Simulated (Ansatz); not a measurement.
**Zr2COF MXene bilayer (AB) in a perpendicular field**

Wanted: the out-of-plane response of the Zr2COF MXene bilayer (AB). A positive field points along +c.

Main program and level: Ansatz 0.2.0; plane-wave DFT, PBE-D3(BJ), Ansatz PAW.

Report form: the programs' logs are mostly left out.

### 1. Set-up

The cell holds 10 atoms: 2 F, 4 Zr, 2 C and 2 O. Its edges and angles: a = 3.289 Å, b = 3.289 Å, c = 55.644 Å, α = 90.0°, β = 90.0°, γ = 120.0°. Regions: layer 1: Zr2COF MXene, 5 atoms (1 F, 2 Zr, 1 C and 1 O); layer 2: Zr2COF MXene, 5 atoms (1 F, 2 Zr, 1 C and 1 O). Vacuum lies along c.

### 2. Relaxing the slab

The starting cell is a guess, so the in-plane lattice and the atoms are relaxed first, with the slab cut off from its images along the normal.

The input, input.yaml:

```yaml
crystal:
  lattice:
    - [3.289, 0.0, 0.0]
    - [-1.6445, 2.848357553, 0.0]
    - [0.0, 0.0, 55.6436291998]
  atoms:
    - { symbol: F, position: [0.3333333333, 0.6666666667, 0.3890831765] }
    - { symbol: Zr, position: [0.6666666667, 0.3333333333, 0.4070113642], spin: 1.0 }
    - { symbol: C, position: [0.0, 0.0, 0.4303339223] }
    - { symbol: Zr, position: [0.3333333333, 0.6666666667, 0.4536564803], spin: 1.0 }
    - { symbol: O, position: [0.6666666667, 0.3333333333, 0.474839887] }
    - { symbol: F, position: [0.6666666667, 0.3333333333, 0.525160113] }
    - { symbol: Zr, position: [0.0, 0.0, 0.5430883007], spin: -1.0 }
    - { symbol: C, position: [0.3333333333, 0.6666666667, 0.5664108588] }
    - { symbol: Zr, position: [0.6666666667, 0.3333333333, 0.5897334169], spin: -1.0 }
    - { symbol: O, position: [0.0, 0.0, 0.6109168235] }
  periodic: [true, true, false]
magnetization:
  spin_polarized: true
kpoints:
  mp_grid: { grid: [12, 12, 1] }
hamiltonian:
  xc: pbe
  dispersion: d3bj
scf:
  occupations: { method: fermi_dirac, width: 0.05 }
  convergence: { dr2_threshold: 1.0e-09 }
relax:
  f_tol: 0.004
  max_steps: 90
  cell: {}
output:
  write_potential: true
  write_density: true
  volumetric_format: npy
```

On the command line:

```console
ansatz run input.yaml --threads 4 --pin off --max-ram 12288MiB --backend cpu --events-out ev --progress --plain --runs-dir out
```

Wall time 7.2 min (4 threads of Arm Neoverse V1, shared host); peak memory 1.5 GiB.

Step by step:

```csv
step,energy less that of the first step (eV),largest force component (eV/Å),volume (Å³)
1,0.0000,4.1505,521.28
2,-1.3533,1.9968,518.22
3,-1.4637,0.3270,516.99
4,-1.4730,0.2251,510.97
5,-1.4834,0.0678,515.78
6,-1.4836,0.0186,515.80
7,-1.4836,0.0016,515.81
8*,-1.4802,0.0017,515.81
9,-1.4802,0.0003,515.72
10*,-1.4802,0.0003,515.72
```

Relaxation steps marked * repeat the geometry before them on a plane-wave basis chosen anew for their cell, so energy and pressure can jump there.

The run keeps the 6 symmetry operations that it works with, so distortions that break them were not tested.

```csv
cell as run,before,after,change
a (Å),3.289,3.271,-0.5 %
b (Å),3.289,3.271,-0.5 %
```

The atoms that moved most (Å, along periodic axes as changes of fractional coordinates times the final cell, across vacuum about the mean position):

```csv
atom,dx,dy,dz,length
F1,0.000,0.000,-0.358,0.358
Zr9,0.000,0.000,0.277,0.277
Zr7,0.000,0.000,0.208,0.208
O5,0.000,0.000,-0.164,0.164
C8,0.000,0.000,0.147,0.147
C3,0.000,0.000,-0.093,0.093
F6,0.000,0.000,-0.074,0.074
O10,0.000,0.000,0.062,0.062
```

This step gave:

```
energy at zero smearing : -20002.5355 eV
```

The lattice constant a goes from 3.289 to 3.271 Å.

### 3. Atoms held, field 0, start network

A sawtooth potential applies the field, turning back in the middle of the vacuum. With the dipole correction the typed value is the field outside the slab. The induced dipole is small, so the SCF threshold is tight.

The cell differs from the one that the last finished run ended in (c 55.644 → 30.763 Å).

The input, input.yaml:

```yaml
crystal:
  lattice:
    - [3.271411969, 0.0, 0.0]
    - [-1.6357059845, 2.8331258714, 0.0]
    - [0.0, 0.0, 30.7632911095]
  atoms:
    - { symbol: F, position: [0.3333333333, 0.6666666667, 0.2925564748] }
    - { symbol: Zr, position: [0.6666666667, 0.3333333333, 0.3356697049] }
    - { symbol: C, position: [0.0, 0.0, 0.3757724734] }
    - { symbol: Zr, position: [0.3333333333, 0.6666666667, 0.4217765867] }
    - { symbol: O, position: [0.6666666667, 0.3333333333, 0.4539573051] }
    - { symbol: F, position: [0.6666666667, 0.3333333333, 0.5479247298] }
    - { symbol: Zr, position: [0.0, 0.0, 0.5894982052] }
    - { symbol: C, position: [0.3333333333, 0.6666666667, 0.6296977508] }
    - { symbol: Zr, position: [0.6666666667, 0.3333333333, 0.6761044287] }
    - { symbol: O, position: [0.0, 0.0, 0.7074435252] }
kpoints:
  mp_grid: { grid: [18, 18, 1] }
  band_path:
    path: [[0, 0, 0], [0.5, 0, 0], [0.33333333, 0.33333333, 0], [0, 0, 0]]
    npoints: 16
hamiltonian:
  xc: pbe
  dispersion: d3bj
scf:
  occupations: { method: fermi_dirac, width: 0.02585 }
  convergence: { dr2_threshold: 1.0e-10 }
efield:
  axis: 3
  dipole_correction: true
  ramp_position: 0.97
  ramp_width: 0.06
  amplitude: 0
output:
  dos: { projected: true, e_range: [-6, 5] }
  bader: true
  write_potential: true
  write_density: true
  volumetric_format: npy
  elf: true
```

It took 54 s on 4 threads; peak memory 1 GiB.

Numbers from this step:

- energy at zero smearing: -20002.5449 eV
- work function, upper face: 5.207 eV
- work function, lower face: 3.696 eV
- dipole along the normal: -0.07739 e·Å
- step between the vacuum levels: 1.511 eV

Running mean over a fixed 2.7 Å (it still follows the layers) of the planar mean; the ramp of the sawtooth is left out. The electron's electrostatic potential energy less the Fermi level by z:

```csv
z (Å),electron's electrostatic potential energy less the Fermi level (eV)
4,3.70
5,3.70
6,3.69
7,3.54
8,0.648
9,-5.51
10,-10.9
11,-11.2
12,-11.1
13,-10.8
14,-6.61
15,0.434
16,0.137
17,-6.91
18,-11.3
19,-11.2
20,-11.1
21,-10.3
22,-5.11
23,2.37
24,5.09
25,5.20
26,5.21
27,5.21
```

The density of states has structure finer than the step of the table below, so its rows give means over 0.2 eV, whole bins alone (the curve runs from -6 to 1.99 eV). Peaks (eV: height): -5.26: 12.5, -5.04: 9.25, -4.73: 17.8, -3.77: 22.6, -3.30: 14.7, -2.99: 11.6, -2.47: 11.7.

Density of states against energy, zero at the Fermi level; means over each step:

energy (eV), density of states (states/eV a cell) and a bar:
```
     -5.8        1.7 ####
     -5.6        3.6 #########
     -5.4        6.8 #################
     -5.2        7.9 ####################
     -5.0        5.1 #############
     -4.8        9.9 #########################
     -4.6       11.1 ############################
     -4.4        5.1 #############
     -4.2        6.1 ################
     -4.0        2.8 #######
     -3.8       11.7 ##############################
     -3.6        4.0 ##########
     -3.4        3.9 ##########
     -3.2        9.0 #######################
     -3.0        7.4 ###################
     -2.8        7.5 ###################
     -2.6        7.9 ####################
     -2.4        6.7 #################
     -2.2        1.7 ####
     -2.0        0.0 
     -1.8        0.0 
     -1.6        0.0 
     -1.4        0.0 
     -1.2        0.0 
     -1.0        0.0 
     -0.8        0.0 
     -0.6        2.2 ######
     -0.4        3.2 ########
     -0.2        3.0 ########
      0.0        3.1 ########
      0.2        4.0 ##########
      0.4        2.7 #######
      0.6        2.6 #######
      0.8        3.7 #########
      1.0        2.8 #######
      1.2        3.4 #########
      1.4        2.9 #######
      1.6        3.0 ########
      1.8        2.3 ######
```

Projected DOS per atom over height of the atomic layer and energy from the Fermi level. Layers: F Zr C Zr O F Zr C Zr O from below.

Values in states/eV, 22 rows by 10 columns, each cell a mean:
```
0.06 0.81 0.05 0.19 0.01 0.06 0.84 0.06 0.20 0.01
0.08 1.01 0.08 0.25 0.03 0.08 1.02 0.09 0.26 0.03
0.08 1.00 0.09 0.34 0.07 0.07 0.93 0.09 0.32 0.07
0.07 1.00 0.09 0.45 0.08 0.07 0.97 0.09 0.43 0.07
0.06 0.80 0.09 0.35 0.08 0.07 0.90 0.11 0.40 0.10
0.07 0.88 0.13 0.40 0.15 0.06 0.84 0.13 0.38 0.16
0.04 0.72 0.15 0.37 0.24 0.04 0.73 0.16 0.36 0.26
0.01 0.21 0.06 0.12 0.11 0.00 0.12 0.03 0.06 0.06
0.00 0.00 0.00 0.00 0.00 0.00 0.00 0.00 0.00 0.00
0.00 0.00 0.00 0.00 0.00 0.00 0.00 0.00 0.00 0.00
0.00 0.00 0.00 0.00 0.00 0.00 0.00 0.00 0.00 0.00
0.03 0.21 0.37 0.04 0.09 0.03 0.21 0.38 0.04 0.09
0.11 0.82 1.88 0.35 0.79 0.13 0.82 1.94 0.36 0.78
0.09 0.70 1.45 0.40 1.00 0.10 0.67 1.46 0.40 0.99
0.08 0.88 1.56 0.48 0.57 0.09 0.87 1.52 0.45 0.56
0.11 0.81 1.31 0.63 0.97 0.12 0.75 1.21 0.58 0.87
0.03 0.22 0.42 0.31 1.01 0.04 0.27 0.50 0.31 0.97
0.03 0.17 0.48 0.65 1.88 0.04 0.19 0.48 0.53 1.51
0.05 0.28 0.59 1.16 2.97 0.06 0.27 0.59 1.23 3.22
0.08 0.13 0.32 0.92 1.93 0.08 0.10 0.25 0.84 1.84
0.07 0.13 0.31 0.77 1.35 0.10 0.16 0.38 0.92 1.65
0.03 0.02 0.08 0.21 0.29 0.04 0.03 0.10 0.28 0.38
```
Columns: height of the atomic layer (Å) from 9 to 21.8 (not evenly spaced); rows upwards: energy from the Fermi level (eV) from -5.96 to 1.96.

Electronic bands along the path, in eV, zero at the Fermi level:

```csv
point,band 37,band 38,band 39,band 40,band 41,band 42,band 43,band 44
Γ,-2.13,-2.13,-2.10,-2.10,0.74,0.74,0.76,0.76
halfway,-2.83,-2.78,-2.44,-2.43,-0.30,-0.26,1.40,1.48
M,-3.30,-3.28,-2.38,-2.37,-0.66,-0.60,2.19,2.22
halfway,-3.38,-3.36,-2.73,-2.70,-0.07,-0.02,2.14,2.17
K,-3.32,-3.28,-3.17,-3.14,0.85,0.85,1.62,1.72
halfway,-2.90,-2.87,-2.74,-2.71,0.30,0.37,0.47,0.50
Γ,-2.13,-2.13,-2.10,-2.10,0.74,0.74,0.76,0.76
```

Electrostatic potential energy in the ca plane at fractional y = 0.333, with atoms of Zr and O and F within 0.2 Å of it. With pseudopotentials it is smooth inside the atoms' cores, unlike the true potential.

Ten even steps from '0' (-50 eV) to '9' (8 eV), each cell a mean:
```
47899888888999999888888998643578999999999999
04799998424899994248889987300047999999999999
02789997202799982127999986200037899999999999
04799998535999995348889987400147999999999999
57899888889999999888888998754578999999999999
88988767889999999987667889888889999999999999
99988766789999999987667889998999999999999999
88998777889999999987667889887889999999999999
```
Columns run along c (16.0 Å, from fractional 0.35 to 0.87 of the cell; values clipped at the 3rd and 97th percentile), rows up along a (3.3 Å). Atoms in or near the plane, at fractional coordinates: O at (0.45, 0.67), F at (0.55, 0.67), Zr at (0.68, 0.67).

Valence density in the ca plane at fractional y = 0.333, with atoms of Zr and O and F within 0.2 Å of it. It is the smooth field of the valence electrons, not physical close to the nuclei.

Ten steps, logarithmic in the rise over the least value, from '0' (0 e/Å³) to '9' (11 e/Å³), each cell a mean:
```
00000000000000000000123555322222344320002443
00000000000000000000136777522112477631014786
00000000000000000000136777521113588741026998
00000000000000000000125776422112477631014786
00000000000000000001123554322222344310002343
00000000000000000001222222333333322100000112
00000000000000000012222122333334321000000011
00000000000000000001222222333333322100000112
```
Columns run along c (16.0 Å, from fractional 0.05 to 0.57 of the cell), rows up along a (3.3 Å). Atoms in or near the plane, at fractional coordinates: Zr at (0.34, 0.67), O at (0.45, 0.67), F at (0.55, 0.67).

ELF in the ca plane at fractional y = 0.333, with atoms of Zr and O and F within 0.2 Å of it. It is the smooth field of the valence electrons, not physical close to the nuclei.

Ten even steps from '0' (0.00) to '9' (0.81), each cell a mean:
```
37987201588521124423775212100000000000000000
89899403899961123128879610000000000000000000
97599404996972122139529810000000000000000000
79999403899951123227989510000000000000000000
36886201477411125533564222100000000000000000
21222000111013336763112565310000000000000000
41000000000034436885225776410000000000000000
21232000122113335763112465310000000000000000
```
Columns run along c (16.0 Å, from fractional 0.43 to 0.95 of the cell), rows up along a (3.3 Å). Atoms in or near the plane, at fractional coordinates: O at (0.45, 0.67), F at (0.55, 0.67), Zr at (0.68, 0.67).

The work function of the upper face is 5.21 eV.

### 4. Single point, field 0.1 V/Å

Edit input.yaml of step 3 so:

```diff
@@ -30,8 +30,6 @@
   dipole_correction: true
-  ramp_position: 0.97
-  ramp_width: 0.06
-  amplitude: 0
+  ramp_position: 0.9508
+  ramp_width: 0.1055
+  amplitude: 0.1
 output:
-  dos: { projected: true, e_range: [-6, 5] }
-  bader: true
   write_potential: true
@@ -39,2 +37 @@
   volumetric_format: npy
-  elf: true
```

Elapsed: 40 s, on 4 threads; peak memory 0.97 GiB; 2.6 min of CPU time.

The dipole is -0.00871 e·Å, 0.0687 e·Å from its value without field.

### 5. Atoms held, field -0.1 V/Å

Edit input.yaml of step 4 so:

```diff
@@ -32,3 +32,3 @@
   ramp_width: 0.1055
-  amplitude: 0.1
+  amplitude: -0.1
 output:
```

Wall time 39 s (4 threads); peak memory 0.97 GiB.

The dipole is -0.146 e·Å, -0.0687 e·Å from its value without field.

### 6. Single point, field 0.2 V/Å

Edit input.yaml of step 5 so:

```diff
@@ -32,3 +32,3 @@
   ramp_width: 0.1055
-  amplitude: -0.1
+  amplitude: 0.2
 output:
```

Elapsed: 42 s, on 4 threads; peak memory 0.97 GiB.

The dipole is 0.0600 e·Å, 0.137 e·Å from its value without field.

### 7. Single point, field -0.2 V/Å

Edit input.yaml of step 6 so:

```diff
@@ -32,3 +32,3 @@
   ramp_width: 0.1055
-  amplitude: 0.2
+  amplitude: -0.2
 output:
```

It took 40 s on 4 threads; peak memory 0.97 GiB.

The dipole is -0.215 e·Å, -0.137 e·Å from its value without field.

### 8. Single point, field 0.35 V/Å

Edit input.yaml of step 7 so:

```diff
@@ -30,6 +30,8 @@
   dipole_correction: true
-  ramp_position: 0.9508
-  ramp_width: 0.1055
-  amplitude: -0.2
+  ramp_position: 0.9317
+  ramp_width: 0.1435
+  amplitude: 0.35
 output:
+  dos: { projected: true, e_range: [-6, 5] }
+  bader: true
   write_potential: true
@@ -37 +39,2 @@
   volumetric_format: npy
+  elf: true
```

It took 62 s on 4 threads; peak memory 1 GiB.

The dipole is 0.163 e·Å, 0.240 e·Å from its value without field.

### 9. Response, atoms held

This step: plane-wave DFT, PBE-D3(BJ), Ansatz PAW; response to a field along the normal, atoms held (Ansatz 0.2.0).

The dipoles give the slope, and the difference of two potentials shows where the field is screened.

Numbers from this step:

- equivalent conductor thickness p/(ε₀AE): 13.41 Å
- distance between the outer atoms: 12.76 Å

Dipole of the cell against applied field:

```csv
applied field (V/Å),dipole of the cell (e·Å)
-0.200,-0.215
-0.100,-0.146
0.000,-0.0774
0.100,-0.00871
0.200,0.0600
0.350,0.163
```

Local field over the applied field, running mean. From the potentials at -0.1 and 0.1 V/Å; running mean over 2.5 Å. The local field over applied field by z:

```csv
z (Å),local field over applied field
5,1.000
6,0.996
7,0.950
8,0.750
9,0.451
10,0.183
11,0.0464
12,-0.00166
13,-0.00307
14,-0.00536
15,-0.0102
16,-0.0117
17,-0.00603
18,6.1e-5
19,0.0124
20,0.0440
21,0.136
22,0.393
23,0.728
24,0.948
25,0.995
26,1.000
```

The induced electron density oscillates, so the rows of the table below give means over windows of 1 Å about each position, cut where the curve ends. Its maxima inside the range that stand out by 2 % of the span (Å: e/Å³ per V/Å): 8.4: 0.00315, 9.1: 0.00209, 10.3: 0.00142, 13.0: 1.3e-4, 18.5: 5.9e-5, 20.9: 3.0e-6, 21.8: -0.00154. Its minima: 8.8: 0.00147, 9.7: 7.9e-4, 12.1: -2.4e-4, 17.8: -8.9e-5, 20.1: -5.8e-4, 21.6: -0.00189, 22.4: -0.00358.

Electrons, planar mean, per unit field. Induced electron density against z; means over each step:

```csv
z (Å),induced electron density (e/Å³ per V/Å)
5,1.4e-6
6,2.0e-5
7,2.7e-4
8,0.00198
9,0.00184
10,0.00107
11,4.4e-4
12,-1.1e-4
13,5.0e-5
14,8.7e-6
15,5.3e-5
16,-3.1e-5
17,-3.8e-5
18,-3.6e-5
19,-4.6e-5
20,-3.7e-4
21,-3.9e-4
22,-0.00239
23,-0.00200
24,-2.8e-4
25,-2.5e-5
26,-1.8e-6
```

By hand: between -0.1 and 0.1 V/Å the dipole changes by 0.1374 e·Å, a slope of 0.6868 e·Å²/V. A perfect conductor of thickness t has p = ε₀AEt, so t = 180.95 × 0.6868 / 9.268 = 13.41 Å (e/ε₀ = 180.95 V·Å, A in Å²).

The induced dipole is that of a conductor 13.41 Å thick.

### 10. Relaxing in the field, field 0.1 V/Å

This step: plane-wave DFT, PBE-D3(BJ), Ansatz PAW (Ansatz 0.2.0).

Now the atoms may follow the field. A weak field makes forces of meV/Å to tens of meV/Å, so the force tolerance is set well below the usual one.

Edit input.yaml of step 8 so:

```diff
@@ -17,6 +17,3 @@
 kpoints:
-  mp_grid: { grid: [18, 18, 1] }
-  band_path:
-    path: [[0, 0, 0], [0.5, 0, 0], [0.33333333, 0.33333333, 0], [0, 0, 0]]
-    npoints: 16
+  mp_grid: { grid: [12, 12, 1] }
 hamiltonian:
@@ -30,8 +27,9 @@
   dipole_correction: true
-  ramp_position: 0.9317
-  ramp_width: 0.1435
-  amplitude: 0.35
+  ramp_position: 0.9508
+  ramp_width: 0.1055
+  amplitude: 0.1
+relax:
+  f_tol: 0.001
+  max_steps: 60
 output:
-  dos: { projected: true, e_range: [-6, 5] }
-  bader: true
   write_potential: true
@@ -39,2 +37 @@
   volumetric_format: npy
-  elf: true
```

Run time: 39 s. Hardware: 4 threads; peak memory 0.73 GiB.

Hardly anything moved in the relaxation; the energy changed by under 0.2 meV an atom.

This step gave:

```
energy at zero smearing : -20002.5319 eV
dipole along the normal : -0.004909 e·Å
```

The relaxation took 4 steps and lowered the energy by 1.6e-4 eV; the largest force on the free atoms ends at 6.2e-4 eV/Å.

The dipole is -0.00491 e·Å, 0.0725 e·Å from its value without field.

### 11. Field on, atoms free, field -0.1 V/Å

The opposite sign, again from the field-free geometry; the difference of the two cancels what relaxes without a field.

Edit input.yaml of step 10 so:

```diff
@@ -29,3 +29,3 @@
   ramp_width: 0.1055
-  amplitude: 0.1
+  amplitude: -0.1
 relax:
```

It took 37 s on 4 threads; peak memory 0.73 GiB; 2.4 min of CPU time.

No atom moved by 0.005 Å in the relaxation.

This step gave:

| Property | Result |
| --- | --- |
| energy at zero smearing | -20002.5473 eV |
| dipole along the normal | -0.1486 e·Å |

The relaxation took 4 steps and lowered the energy by 1.7e-4 eV; the largest force on the free atoms ends at 4.4e-4 eV/Å.

The dipole is -0.149 e·Å, -0.0712 e·Å from its value without field.

### 12. Response, atoms relaxed

This step: plane-wave DFT, PBE-D3(BJ), Ansatz PAW; response to a field along the normal, atoms relaxed (Ansatz 0.2.0).

The same analysis on the two relaxed runs holds the ionic part too; their mesh is coarser, so small differences from the held value can come from that.

This step gave:

```
equivalent conductor thickness p/(ε₀AE) : 14.03 Å
```

The dipole of the cell by applied field:

```csv
applied field (V/Å),dipole of the cell (e·Å)
-0.1000,-0.149
0.1000,-0.00491
```

(Part 1 of 2 ends here.)

[Logs are printed without paths, hosts, clocks, repeated set-up lines and the standing remarks that a program may print on its own settings, such as how far it seeks lower states.]

[Hosts, paths, dates, database ids (printed as entryN), source tags and the programs' standing remarks are cut or masked in the printed files.]

[Maps of the electrostatic potential energy from Ansatz leave out the sawtooth potential of an applied field or a dipole correction, so their vacuum need not be flat; planar profiles and work functions include it.]

[The density of states shown here was stored with 400 of the rows of the run's finer table, so its peaks can read low, often by over a quarter, or be missed, and its means over a window can be off by a tenth or more.]
